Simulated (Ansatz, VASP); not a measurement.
# One calculation of Al, two programs

Contents of INCAR:

```
SYSTEM = Al
PREC = Accurate
ENCUT = 520
EDIFF = 1E-7
ISMEAR = 0
SIGMA = 0.15
LREAL = .FALSE.
LASPH = .TRUE.
NELM = 100
ALGO = Fast
ISIF = 2
LWAVE = .FALSE.
LCHARG = .TRUE.
GGA = PE
IVDW = 12
LELF = .TRUE.
LVHAR = .TRUE.
NBANDS = 8
```

Contents of KPOINTS:

```
Automatic mesh
0
G
  20 20 20
  0 0 0
```

The input POSCAR:

```
Al
1.0
    0.0000000000      1.9632606000      2.0239800000
    1.9632606000      0.0000000000      2.0239800000
    1.9632606000      1.9632606000      0.0000000000
Al
1
Direct
    0.0000000000      0.0000000000      0.0000000000
```

Input for Ansatz:

```yaml
crystal:
  lattice:
    - [0.0, 1.9632606, 2.02398]
    - [1.9632606, 0.0, 2.02398]
    - [1.9632606, 1.9632606, 0.0]
  atoms:
    - { symbol: Al, position: [0.0, 0.0, 0.0] }
basis:
  ecutwfc: 420
kpoints:
  mp_grid: { grid: [20, 20, 20] }
hamiltonian:
  xc: pbe
  dispersion: d3bj
scf:
  occupations: { method: gaussian, width: 0.15 }
output:
  forces: true
  stress: true
  eigenvalues: true
```

Change from the starting cell: strain -0.030 along x and y, +0.000 along z, atoms carried along.

Alike in both runs: task single point; functional PBE; dispersion D3(BJ); k mesh 20 × 20 × 20; occupations gaussian, width 0.15 eV; no spin polarisation.

```csv
,VASP,Ansatz
version,VASP 6.6.1,Ansatz 0.2.0
potentials or method,"VASP PAW PBE potentials, release 64 (Al)","scalar-relativistic, plane waves, PAW"
plane-wave cutoff (eV),520,420
valence electrons in the cell,3,3
```

```csv
,VASP,Ansatz,Ansatz less VASP
gap on the k mesh at the Fermi level (eV),none,none,-
pressure (GPa),1.1,1.1,+0.04
largest component of the traceless stress (GPa),1.33,1.33,+0.002
```

A gap of «none» marks a metal or a gap that the smearing closes.

Caveats: pairwise dispersion overbinds metals, which lowers pressure and volume.
